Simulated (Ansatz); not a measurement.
The system is KMgF3.

```
CELL_PARAMETERS angstrom
3.98590 0.00000 0.00000
0.00000 3.98590 0.00000
0.00000 0.00000 3.98590
ATOMIC_POSITIONS crystal
K 0.50000 0.50000 0.50000
Mg 0.00000 0.00000 0.00000
F 0.00000 0.00000 0.50000
F 0.00000 0.50000 0.00000
F 0.50000 0.00000 0.00000
```

Base run:

| Property | Result |
| --- | --- |
| Program | Ansatz 0.2.0 |
| Functional | HSE06 |
| Potentials or basis | Ansatz PAW |
| Cutoff | 420 eV (not typed: the program's choice for these potentials) |
| k mesh | 6 × 6 × 6 |
| Occupations | fermi-dirac, width 0.05 eV |
| Spin | no spin polarisation |

Its results: band gap on the k mesh 9.58 eV, indirect (least direct gap 9.88 eV); pressure 1.1 GPa.

Question: The run is repeated on the same cell with these changes: functional from HSE06 to PBE0. What comes out?

Answer: Band gap on the k mesh 10.34 eV, indirect (least direct gap 10.64 eV); pressure 1.0 GPa.

Caveats: the PAW data sets come from PBE, with cores solved anew for the run's functional, which leaves a small shift of forces and pressure; the thresholds are loose for stress.
